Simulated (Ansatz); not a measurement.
## Ta2CS2 MXene bilayer (AB) in a perpendicular field

Aim: how the Ta2CS2 MXene bilayer (AB) screens a field along its normal, and what the field does to its bands. A positive field points along +c.

Main program and level: Ansatz 0.2.0; plane-wave DFT, PBE-D3(BJ), Ansatz PAW, in the first sound run; inputs show where later runs differ.

## 1. The starting structure

The cell holds 10 atoms: 4 S, 4 Ta and 2 C. Cell: a = 3.226 Å, b = 3.226 Å, c = 61.433 Å, α = 90.0°, β = 90.0°, γ = 120.0°. Regions: layer 1: Ta2CS2 MXene, 5 atoms (2 S, 2 Ta and 1 C); layer 2: Ta2CS2 MXene, 5 atoms (2 S, 2 Ta and 1 C). Vacuum lies along c.

## 2. Relaxing the slab

The starting cell is a guess, so the in-plane lattice and the atoms are relaxed first, with the slab cut off from its images along the normal.

File input.yaml:

```yaml
crystal:
  lattice:
    - [3.22608, 0.0, 0.0]
    - [-1.61304, 2.7938672346, 0.0]
    - [0.0, 0.0, 61.4327961502]
  atoms:
    - { symbol: S, position: [0.3333333333, 0.6666666667, 0.376020651] }
    - { symbol: Ta, position: [0.6666666667, 0.3333333333, 0.4050812494] }
    - { symbol: C, position: [0.0, 0.0, 0.4258018628] }
    - { symbol: Ta, position: [0.3333333333, 0.6666666667, 0.4465224762] }
    - { symbol: S, position: [0.6666666667, 0.3333333333, 0.4755830746] }
    - { symbol: S, position: [0.6666666667, 0.3333333333, 0.5244169254] }
    - { symbol: Ta, position: [0.0, 0.0, 0.5534775238] }
    - { symbol: C, position: [0.3333333333, 0.6666666667, 0.5741981372] }
    - { symbol: Ta, position: [0.6666666667, 0.3333333333, 0.5949187506] }
    - { symbol: S, position: [0.0, 0.0, 0.623979349] }
  periodic: [true, true, false]
kpoints:
  mp_grid: { grid: [12, 12, 1] }
hamiltonian:
  xc: pbe
  dispersion: d3bj
scf:
  occupations: { method: fermi_dirac, width: 0.05 }
  convergence: { dr2_threshold: 1.0e-09 }
relax:
  f_tol: 0.004
  max_steps: 90
  cell: {}
output:
  write_potential: true
  write_density: true
  volumetric_format: npy
```

Run with:

```
$ ansatz run input.yaml --threads 4 --pin off --max-ram 6144MiB --backend cpu --events-out ev --progress --plain --runs-dir out
```

Numbers of over 12 decimals in the logs are rounded to 6 here.

The program printed:

```text
Warning: relax.cell: scf.convergence.dr2_threshold = 1e-9 eV is looser than the 1.57061319526e-10 eV advised for a relaxation that steers and ends on the stress (1e-10 eV for each atom of the cell: 10, times the square of relax.cell.stress_2d_tol = 0.05 N/m over 25.2 Å (the atoms' height at the walk's start and 5 Å past either face), 1.982e-2 GPa, over a crystal's default 0.05). What an SCF threshold leaves in a stress goes as its square root, and in the free energy as the threshold itself, and one threshold admits the most on a small cell: [figures from the program's tests cut] Set scf.convergence.dr2_threshold to 1.57061319526e-10 eV or tighter. [rest of the remark cut]
Engine: ansatz 0.2.0, aarch64-unknown-linux-gnu
Pseudopotentials: kind: paw
Pseudopotential: S, paw, valence charge 6, recommended cutoff 420 eV (normal), S.paw.azcp
Pseudopotential: Ta, paw, valence charge 13, recommended cutoff 420 eV (normal), Ta.paw.azcp
Pseudopotential: C, paw, valence charge 4, recommended cutoff 420 eV (normal), C.paw.azcp
Functional definition: PBE
  parameter kappa = 0.804
  parameter beta = 0.066725
  exchange = pbe_x(kappa = kappa, mu = beta*pi^2/3)
  correlation = pbe_c(beta = beta)
Crystal: 10 atoms, lattice volume = 553.708 Å³
Basis set: ecut = 420 eV, 11005 PW (Γ), exchange–correlation on 48×48×864 points (8 copies of the dense FFT grid, shifted against one another)
Bands: 52, of which v1, the nominal top of the filled ones, is band 42 counted from 1 (41 counted from 0)
Symmetry: 12 space group operations
Space group: P-3m1 (ITA 164), of the structure as read, at distance tolerance 8.2e-5 Å
k-points: 19 of 144
Non-local potential: S, projectors of the file, l = 0: 2, l = 1: 2, l = 2: 2
Non-local potential: Ta, projectors of the file, l = 0: 3, l = 1: 2, l = 2: 2, l = 3: 1
Non-local potential: C, projectors of the file, l = 0: 2, l = 1: 2, l = 2: 1
PAW form: soft (Blöchl's): semilocal exchange-correlation on the pseudo side does not see the compensation charge
PAW one-centre angular grid: S, 110 points (default); XC on 64 Gauss nodes
PAW one-centre angular grid: Ta, 590 points (default); XC on 64 Gauss nodes
PAW one-centre angular grid: C, 110 points (default); XC on 64 Gauss nodes
Initial density: superposition of atomic densities (neutral atoms: chi_scale 0, normalization atom), corrected by the library's trained network
Initial wavefunctions: pseudopotential atomic-orbital guess
Functional: x = pbe(κ = 0.804, μ = 0.219515), c = pbe(β = 0.066725)
SCF iter   1: F=—  HF=-43851.249191 eV  |F-HF|=—  |Δ(HF+E_count)|=         —  Δρ=2.17e-3  dr2=1.62e-1  ethr=1.77e-3  ⟨swp⟩=12.8  Hψ=6408  notcnv=0  defer=7
preconditioner: auto → LDOS  [metal: Δε(μ)=0.056 eV  Ē_g=7.735 eV  σ=0.050 eV  W_gap=0.27  n_scr=38 (ndim 8)  ℏωp=11.4 eV  f_vac=0.693  D(μ)=2.82/eV (n_scr^D=18)  β→1.0]
SCF iter   2: F=—  HF=-43851.255742 eV  |F-HF|=—  |Δ(HF+E_count)|=   6.55e-3  Δρ=1.46e-3  dr2=7.61e-2  ethr=1.93e-4  ⟨swp⟩=4.4  Hψ=2552  notcnv=0  defer=45
SCF iter   3: F=—  HF=-43851.249182 eV  |F-HF|=—  |Δ(HF+E_count)|=   6.56e-3  Δρ=2.30e-4  dr2=8.20e-4  ethr=9.06e-5  ⟨swp⟩=3.1  Hψ=1568  notcnv=0  defer=45
SCF iter   4: F=—  HF=-43851.249300 eV  |F-HF|=—  |Δ(HF+E_count)|=   1.18e-4  Δρ=1.24e-4  dr2=1.87e-4  ethr=9.77e-7  ⟨swp⟩=4.0  Hψ=2567  notcnv=0  defer=45
SCF iter   5: F=—  HF=-43851.249272 eV  |F-HF|=—  |Δ(HF+E_count)|=   2.81e-5  Δρ=3.09e-5  dr2=6.14e-6  ethr=2.22e-7  ⟨swp⟩=3.6  Hψ=2197  notcnv=0  defer=45
SCF iter   6: F=—  HF=-43851.249138 eV  |F-HF|=—  |Δ(HF+E_count)|=   1.33e-4  Δρ=8.94e-6  dr2=4.44e-7  ethr=7.31e-9  ⟨swp⟩=3.2  Hψ=2267  notcnv=0  defer=44
SCF iter   7: F=—  HF=-43851.249138 eV  |F-HF|=—  |Δ(HF+E_count)|=   4.63e-8  Δρ=2.53e-6  dr2=2.61e-8  ethr=5.28e-10  ⟨swp⟩=3.2  Hψ=2210  notcnv=0  defer=44
SCF iter   8: F=—  HF=-43851.249138 eV  |F-HF|=—  |Δ(HF+E_count)|=   4.70e-8  Δρ=5.22e-7  dr2=1.53e-9  ethr=3.11e-11  ⟨swp⟩=3.7  Hψ=2427  notcnv=0  defer=44
SCF iter   9: F=-43851.249138 eV  HF=-43851.249138 eV  |F-HF|=2.60e-9  |Δ(HF+E_count)|=   1.18e-8  Δρ=1.33e-7  dr2=1.13e-10  ethr=1.19e-12  ⟨swp⟩=13.3  Hψ=8770  notcnv=0
SCF 1 converged in 9 iterations: F = -43851.249138 eV  dr2 = 1.13e-10
  greatest PAW one-centre occupation: 0.999 electrons in one spin orbital (limit 2), on the Ta atom at site 8 (counted from 0), in its partial waves of l = 0
relax step   1: F+E_penalty+E_count = -43851.24913836 eV  Δ(F+E_penalty+E_count) = +0.000e0 eV  max|allowed force component| = 2.231e0 eV/Å  Δτ_max = 0.0000 Å  P = -10.244 N/m  Ω = 553.708 Å³  fix = [c, alpha, beta]  reactions: c +0.000 N/m  (9 SCF iters, accepted)
Crystal: 10 atoms, lattice volume = 551.567 Å³
Basis set: ecut = 420 eV, 10981 PW (Γ), exchange–correlation on 48×48×864 points (8 copies of the dense FFT grid, shifted against one another)
Initial density: handed on by an earlier stage of this run
Initial wavefunctions: those handed on with the density
iter 1 solved again at ethr=6.89e-4 eV; its pass at ethr=3.10e-3 eV (dr2=5.79e-1 eV) is discarded
SCF iter   1: F=—  HF=-43852.273013 eV  |F-HF|=—  |Δ(HF+E_count)|=         —  Δρ=6.72e-3  dr2=6.12e-1  ethr=6.89e-4  ⟨swp⟩=2.9  Hψ=7604  notcnv=0
preconditioner: auto → LDOS  [metal: Δε(μ)=0.094 eV  Ē_g=8.101 eV  σ=0.050 eV  W_gap=0.43  n_scr=38 (ndim 8)  ℏωp=11.4 eV  f_vac=0.702  D(μ)=3.20/eV (n_scr^D=20)  β→1.0]
SCF iter   2: F=—  HF=-43852.226282 eV  |F-HF|=—  |Δ(HF+E_count)|=   4.67e-2  Δρ=2.94e-3  dr2=1.92e-1  ethr=6.89e-4  ⟨swp⟩=5.2  Hψ=2124  notcnv=0  defer=2
SCF iter   3: F=—  HF=-43852.191804 eV  |F-HF|=—  |Δ(HF+E_count)|=   3.45e-2  Δρ=6.70e-4  dr2=6.47e-3  ethr=2.29e-4  ⟨swp⟩=4.3  Hψ=2065  notcnv=0  defer=17
SCF iter   4: F=—  HF=-43852.191545 eV  |F-HF|=—  |Δ(HF+E_count)|=   2.59e-4  Δρ=1.87e-4  dr2=1.78e-4  ethr=7.70e-6  ⟨swp⟩=2.9  Hψ=2034  notcnv=0  defer=17
SCF iter   5: F=—  HF=-43852.191576 eV  |F-HF|=—  |Δ(HF+E_count)|=   3.06e-5  Δρ=5.59e-5  dr2=1.61e-5  ethr=2.12e-7  ⟨swp⟩=3.7  Hψ=2516  notcnv=0  defer=17
SCF iter   6: F=—  HF=-43852.191592 eV  |F-HF|=—  |Δ(HF+E_count)|=   1.57e-5  Δρ=1.30e-5  dr2=8.14e-7  ethr=1.91e-8  ⟨swp⟩=3.8  Hψ=2400  notcnv=0  defer=17
SCF iter   7: F=—  HF=-43852.191613 eV  |F-HF|=—  |Δ(HF+E_count)|=   2.11e-5  Δρ=3.46e-6  dr2=1.56e-7  ethr=9.69e-10  ⟨swp⟩=3.9  Hψ=2507  notcnv=0  defer=17
SCF iter   8: F=—  HF=-43852.191613 eV  |F-HF|=—  |Δ(HF+E_count)|=   1.57e-8  Δρ=9.26e-7  dr2=2.77e-9  ethr=1.86e-10  ⟨swp⟩=3.3  Hψ=2001  notcnv=0  defer=17
SCF iter   9: F=-43852.191613 eV  HF=-43852.191613 eV  |F-HF|=2.64e-9  |Δ(HF+E_count)|=   2.41e-8  Δρ=2.43e-7  dr2=3.03e-10  ethr=1.19e-12  ⟨swp⟩=14.4  Hψ=9694  notcnv=0
[...]
SCF iter   5: F=—  HF=-43852.256822 eV  |F-HF|=—  |Δ(HF+E_count)|=   1.16e-4  Δρ=3.96e-5  dr2=4.94e-5  ethr=8.58e-7  ⟨swp⟩=3.3  Hψ=1995  notcnv=0
SCF iter   6: F=—  HF=-43852.256818 eV  |F-HF|=—  |Δ(HF+E_count)|=   4.41e-6  Δρ=7.43e-6  dr2=4.07e-7  ethr=5.89e-8  ⟨swp⟩=3.2  Hψ=2006  notcnv=0
SCF iter   7: F=—  HF=-43852.256843 eV  |F-HF|=—  |Δ(HF+E_count)|=   2.48e-5  Δρ=2.09e-6  dr2=3.26e-8  ethr=4.85e-10  ⟨swp⟩=4.2  Hψ=2688  notcnv=0
SCF iter   8: F=—  HF=-43852.256843 eV  |F-HF|=—  |Δ(HF+E_count)|=   8.76e-8  Δρ=5.66e-7  dr2=1.71e-9  ethr=3.88e-11  ⟨swp⟩=3.4  Hψ=2186  notcnv=0
SCF iter   9: F=-43852.256843 eV  HF=-43852.256843 eV  |F-HF|=3.77e-9  |Δ(HF+E_count)|=   1.89e-8  Δρ=1.39e-7  dr2=8.74e-11  ethr=1.19e-12  ⟨swp⟩=14.2  Hψ=9270  notcnv=0
SCF 3 converged in 9 iterations: F = -43852.256843 eV  dr2 = 8.74e-11
relax step   3: F+E_penalty+E_count = -43852.25684282 eV  Δ(F+E_penalty+E_count) = -6.523e-2 eV  max|allowed force component| = 2.575e-1 eV/Å  Δτ_max = 0.1783 Å  P = -0.076 N/m  Ω = 566.049 Å³  energy of the carried Pulay correction = -2.092e-3 eV  fix = [c, alpha, beta]  reactions: c -0.000 N/m  (9 SCF iters, accepted)
[...]
relax step   4: F+E_penalty+E_count = -43852.26324003 eV  Δ(F+E_penalty+E_count) = -6.397e-3 eV  max|allowed force component| = 3.787e-2 eV/Å  Δτ_max = 0.0264 Å  P = +0.222 N/m  Ω = 563.857 Å³  energy of the carried Pulay correction = -1.724e-3 eV  fix = [c, alpha, beta]  reactions: c +0.000 N/m  (7 SCF iters, accepted)
[...]
relax step   5: F+E_penalty+E_count = -43852.26329006 eV  Δ(F+E_penalty+E_count) = -5.003e-5 eV  max|allowed force component| = 1.114e-2 eV/Å  Δτ_max = 0.0013 Å  P = +0.059 N/m  Ω = 564.173 Å³  energy of the carried Pulay correction = -1.777e-3 eV  fix = [c, alpha, beta]  reactions: c +0.000 N/m  (6 SCF iters, accepted)
[...]
relax step   6: F+E_penalty+E_count = -43852.26327940 eV  Δ(F+E_penalty+E_count) = +1.066e-5 eV  max|allowed force component| = 2.187e-3 eV/Å  Δτ_max = 0.0008 Å  P = +0.000 N/m  Ω = 564.296 Å³  energy of the carried Pulay correction = -1.798e-3 eV  fix = [c, alpha, beta]  reactions: c +0.000 N/m  (6 SCF iters, accepted)
Initial wavefunctions: pseudopotential atomic-orbital guess (no wavefunctions were taken with the density)
iter 1 solved again at ethr=1.98e-7 eV; its pass at ethr=3.10e-3 eV (dr2=1.67e-4 eV) is discarded
SCF iter   1: F=—  HF=-43852.262732 eV  |F-HF|=—  |Δ(HF+E_count)|=         —  Δρ=8.10e-5  dr2=1.40e-6  ethr=1.98e-7  ⟨swp⟩=6.5  Hψ=11857  notcnv=0
SCF iter   2: F=—  HF=-43852.265328 eV  |F-HF|=—  |Δ(HF+E_count)|=   2.60e-3  Δρ=4.96e-6  dr2=1.28e-7  ethr=1.67e-9  ⟨swp⟩=4.3  Hψ=2959  notcnv=0
SCF iter   3: F=—  HF=-43852.265327 eV  |F-HF|=—  |Δ(HF+E_count)|=   1.46e-6  Δρ=1.73e-6  dr2=2.08e-8  ethr=1.53e-10  ⟨swp⟩=3.4  Hψ=2226  notcnv=0
SCF iter   4: F=-43852.265328 eV  HF=-43852.265328 eV  |F-HF|=8.78e-8  |Δ(HF+E_count)|=   1.41e-6  Δρ=3.86e-7  dr2=9.86e-10  ethr=1.19e-12  ⟨swp⟩=18.6  Hψ=11406  notcnv=0
SCF 7 converged in 4 iterations: F = -43852.265328 eV  dr2 = 9.86e-10
relax step   7: F+E_penalty+E_count = -43852.26532844 eV  Δ(F+E_penalty+E_count) = -2.049e-3 eV  max|allowed force component| = 2.174e-3 eV/Å  Δτ_max = 0.0000 Å  P = +0.040 N/m  Ω = 564.296 Å³  fix = [c, alpha, beta]  reactions: c +0.000 N/m  stress off target by 3.99e-2 N/m on what of the cell is left free  SCF on the basis re-selected at this cell (its energy is not comparable with the rows above)  (4 SCF iters)
basis re-selected at this cell: Δ(F+E_penalty+E_count) = -2.049e-3 eV, ΔP = +0.040 N/m vs the last step (what re-selecting the basis moved, of the pressure what is left beyond the Pulay correction that the steps carried, after the strain that the cell walked since its last selection, with what the two solves' SCF thresholds leave and, on support functions, any second-order correction that the steps lacked; it is no m [...]
WARN: The output density's exchange-correlation potential varies sharply where the density is thin. Do not read a vacuum level from v_tot or v_xc, or from such a field of the output density. On a cell that repeats whose density bears no net charge and no dipole along the vacuum's axis use v_es (v_loc + v_h of the components); under efield.dipole_correction with no amplitude use v_es + v_field, which holds any externa [...]
SCF converged after 4 iterations
Free energy (F): -43852.265328 eV
Harris-Foulkes:  -43852.265328 eV  (|F-HF|=8.78e-8)
Internal energy: -43852.239220 eV  (E = F + TS)
E sigma→0 (E₀):  -43852.252274 eV
Entropy (-TS):   -0.026108 eV (-2.611 meV/atom)
Fermi energy:    -5.352744 eV
--- Per-component energies (eV) ---
  E_band       = -2145.662650
  E_kinetic    = 2075.090613
  E_local      = -686485.467932  (includes V_loc(G=0)·N_el)
  E_nonlocal   = 225.104170
  E_hartree    = 341908.983223
  E_xc         = -1363.690375
  E_vxc        = -1292.089990  (∫ρ·V_xc dr)
  E_paw        = -36186.513721  (= ΣΔE_a)
  E_vpaw       = -486.265094  (= ΣTr[D̂ρ^β])
  E_aug_tail   = 0.000636  (compensation charges beyond the density's cutoff)
  E_ewald      = 335978.020050
  E_disp       = -3.765885  (pairwise vdW)
  E_smearing   = -0.026108  (= −TS)
  E_closure    = 0.000000  (closes the sum)
  Σ components = -43852.265328   (vs F -43852.265328, Δ=0.00e0)
--- Forces (eV/Å), atoms counted from 1 ---
  atom   1  S     -0.00000000     0.00000000    -0.00105163
  atom   2  Ta     0.00000000     0.00000000     0.00045081
  atom   3  C      0.00000000     0.00000000     0.00217372
  atom   4  Ta    -0.00000000    -0.00000000    -0.00014387
  atom   5  S     -0.00000000    -0.00000000    -0.00126899
  atom   6  S      0.00000000     0.00000000     0.00126899
  atom   7  Ta     0.00000000     0.00000000     0.00014387
  atom   8  C     -0.00000000    -0.00000000    -0.00217372
  atom   9  Ta    -0.00000000    -0.00000000    -0.00045081
  atom  10  S     -0.00000000    -0.00000000     0.00105163
  max |Σ_I F_I| component: 3.36e-17 eV/Å
--- 2D stress c σ (N/m, compression-positive) ---
        0.039950       0.000000       0.000000
        0.000000       0.039950       0.000000
        0.000000       0.000000       0.000000
  P = ½ c Tr σ = 0.0399 N/m
--- Band table (eV; the first three rows and the last of 19) ---
  k-point 0: bands = [... 38 lower, -6.0656, -6.0656, -5.6243, -5.6243, -5.5791, -5.5791, -5.5791, -5.3030, ... 6 higher]
  k-point 1: bands = [... 38 lower, -6.5650, -6.5496, -5.9172, -5.8145, -5.2058, -5.1714, -5.0430, -4.8436, ... 6 higher]
  k-point 2: bands = [... 38 lower, -6.9744, -6.9545, -6.4453, -6.3675, -4.8508, -4.8243, -4.6103, -4.3759, ... 6 higher]
  k-point 18: bands = [... 38 lower, -8.8531, -8.4683, -4.5647, -4.4571, -4.4571, -4.4259, -4.4259, -4.3478, ... 6 higher]
  the weakly bound empty levels are not read free of the cell's end (no_gap_told)
--- Relaxed structure (6 steps of the walk, 6 accepted, 1 SCFs on fresh bases) ---
  F+E_penalty+E_count = -43852.26532844 eV   max|allowed force component| = 2.174e-3 eV/Å   (the final SCF, on the basis selected at the relaxed cell)
  cell:  # Å, volume = 564.2957 Å³
    - [3.256776, 0, 0]
    - [-1.628388, 2.820451, 0]
    - [0, 0, 61.4327961502]
  atoms:
    - { symbol: S, position: [0.333333, 0.666667, 0.381506] }
    - { symbol: Ta, position: [0.666667, 0.333333, 0.408004] }
    - { symbol: C, position: [5.921189466277704e-18, 1.1102230246493903e-17, 0.427254] }
    - { symbol: Ta, position: [0.333333, 0.666667, 0.446576] }
    - { symbol: S, position: [0.666667, 0.333333, 0.472985] }
    - { symbol: S, position: [0.666667, 0.333333, 0.527015] }
    - { symbol: Ta, position: [5.9211894662777065e-18, 1.1102230246493911e-17, 0.553424] }
    - { symbol: C, position: [0.333333, 0.666667, 0.572746] }
    - { symbol: Ta, position: [0.666667, 0.333333, 0.591996] }
    - { symbol: S, position: [5.9211894662776995e-18, 1.11022302464939e-17, 0.618494] }
```

Elapsed: 72 s, on 4 threads of Arm Neoverse V1, shared host; peak memory 1.4 GiB; 4.7 min of CPU time.

The steps of the relaxation:

| step | energy less that of the first step (eV) | largest force component (eV/Å) | volume (Å³) |
| --- | --- | --- | --- |
| 1 | 0.0000 | 2.2309 | 553.71 |
| 2 | -0.9425 | 0.3253 | 551.57 |
| 3 | -1.0077 | 0.2575 | 566.05 |
| 4 | -1.0141 | 0.0379 | 563.86 |
| 5 | -1.0142 | 0.0111 | 564.17 |
| 6 | -1.0141 | 0.0022 | 564.30 |
| 7* | -1.0162 | 0.0022 | 564.30 |

Relaxation steps marked * repeat the geometry before them on a plane-wave basis chosen anew for their cell, so energy and pressure can jump there.

Forces are held to the 12 operations that the run works with; a distortion that breaks them can't arise in this run.

```
cell as run  before  after  change
      a (Å)   3.226  3.257  +1.0 %
      b (Å)   3.226  3.257  +1.0 %
```

The atoms that moved most (Å, along periodic axes as changes of fractional coordinates times the final cell, across vacuum about the mean position):

```
atom     dx     dy      dz  length
 S10  0.000  0.000  -0.337   0.337
  S1  0.000  0.000   0.337   0.337
 Ta2  0.000  0.000   0.180   0.180
 Ta9  0.000  0.000  -0.180   0.180
  S5  0.000  0.000  -0.160   0.160
  S6  0.000  0.000   0.160   0.160
  C3  0.000  0.000   0.089   0.089
  C8  0.000  0.000  -0.089   0.089
```

This step gave:

```yaml
energy_at_zero_smearing: -43852.2523 eV
```

The lattice constant a goes from 3.226 to 3.257 Å.

(Continued in part 2 of 3.)

[Logs are printed without paths, hosts, clocks, repeated set-up lines and the standing remarks that a program may print on its own settings, such as how far it seeks lower states.]

[Hosts, paths, dates, database ids (printed as entryN), source tags and the programs' standing remarks are cut or masked in the printed files.]

[Maps of the electrostatic potential energy from Ansatz leave out the sawtooth potential of an applied field or a dipole correction, so their vacuum need not be flat; planar profiles and work functions include it.]
